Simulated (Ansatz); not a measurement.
The system is PbF2 (Fluorocronite).

```
Pb F
1.0
     0.00000    2.96366    2.96366
     2.96366    0.00000    2.96366
     2.96366    2.96366    0.00000
Pb F
1 2
Cartesian
  0.0000 0.0000 0.0000
  4.4455 4.4455 4.4455
  1.4818 1.4818 1.4818
```

Base run:

| Item | Value |
| --- | --- |
| Program | Ansatz 0.2.0 |
| Functional | PBE0 |
| Potentials or basis | Ansatz PAW |
| Cutoff | 420 eV (not typed: the program's choice for these potentials) |
| k mesh | 6 × 6 × 6 |
| Occupations | fermi-dirac, width 0.05 eV |
| Spin | no spin polarisation |

Its results: band gap on the k mesh 6.49 eV, indirect (least direct gap 6.59 eV); pressure 0.8 GPa.

Task: The run is repeated on the same cell with these changes: functional from PBE0 to HSE06. What comes out?

Result: Band gap on the k mesh 5.76 eV, indirect (least direct gap 5.86 eV); pressure 0.9 GPa.

Caveats: spin-orbit coupling is left out, which as a rule narrows the gap of such compounds by several tenths of an eV; the PAW data sets come from PBE, with cores solved anew for the run's functional, which leaves a small shift of forces and pressure; the thresholds are loose for stress.

A k mesh can miss the band edges.
